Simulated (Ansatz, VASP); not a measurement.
## LiHF2: VASP beside Ansatz

INCAR

```
PREC     = Accurate       # precision mode
ENCUT    = 520            # plane-wave cutoff, eV
EDIFF    = 1E-7           # SCF threshold, eV
ISMEAR   = 0              # smearing method
SIGMA    = 0.05           # smearing width, eV
LREAL    = F              # projectors in reciprocal space
LASPH    = T              # aspherical terms in the spheres
NELM     = 80             # most SCF steps
ALGO     = Normal         # electronic algorithm
ISIF     = 2              # what is computed and relaxed
LWAVE    = F              # write WAVECAR
LCHARG   = F              # write CHGCAR
NBANDS   = 17             # bands
```

Contents of KPOINTS:

```
Automatic mesh
0
Gamma
  9 9 9
```

File POSCAR:

```
LiHF2
1.0
    1.4427881604      0.8329941328      4.0048902065
   -1.4427881604      0.8329941328      4.0048902065
    0.0000000000     -1.6659882656      4.0048902065
Li H F
1 1 2
Direct
    0.0000000000      0.0000000000      0.0000000000
    0.5000000000      0.5000000000      0.5000000000
    0.4125119035      0.4125119035      0.4125119035
    0.5874880965      0.5874880965      0.5874880965
```

Input for Ansatz:

```yaml
crystal:
  lattice:
    - [1.4427881604, 0.8329941328, 4.0048902065]
    - [-1.4427881604, 0.8329941328, 4.0048902065]
    - [0.0, -1.6659882656, 4.0048902065]
  atoms:
    - { symbol: Li, position: [0.0, 0.0, 0.0] }
    - { symbol: H, position: [0.5, 0.5, 0.5] }
    - { symbol: F, position: [0.4125119035, 0.4125119035, 0.4125119035] }
    - { symbol: F, position: [0.5874880965, 0.5874880965, 0.5874880965] }
basis:
  ecutwfc: 420
kpoints:
  mp_grid: { grid: [9, 9, 9] }
hamiltonian:
  xc: lda
scf:
  occupations: { method: gaussian, width: 0.05 }
output:
  forces: true
  stress: true
  eigenvalues: true
```

Change from the starting cell: strain -0.0750 x Voigt [0, 0, 1, 0, 0, 0], atoms carried along.

Alike in both runs: task single point; functional LDA; k mesh 9 × 9 × 9; occupations gaussian, width 0.05 eV; no spin polarisation.

|  | VASP | Ansatz |
| --- | --- | --- |
| version | VASP 6.6.1 | Ansatz 0.2.0 |
| potentials or method | VASP PAW LDA potentials, release 64 (Li_sv, H, F) | scalar-relativistic, plane waves, PAW |
| plane-wave cutoff (eV) | 520 | 420 |
| valence electrons in the cell | 18 | 18 |

Ansatz gave:

| Property | Result |
| --- | --- |
| gap on the k mesh at the Fermi level (eV) | 8.71 |
| least direct gap on the mesh (eV) | 8.72 |
| rms of the force components (eV/Å) | 1.108 |

**Question.** What did VASP give for the same quantities?

**Answer.** gap on the k mesh at the Fermi level (eV): 8.68; least direct gap on the mesh (eV): 8.69; rms of the force components (eV/Å): 1.148.

Atom by atom the forces differ by 0.039 eV/Å (rms over components).

Caveats: an odd mesh through Γ misses points on the zone boundary, where band edges often lie; forces of over 1 eV/Å show positions far from the minimum, so gaps and moduli don't describe the material at rest.
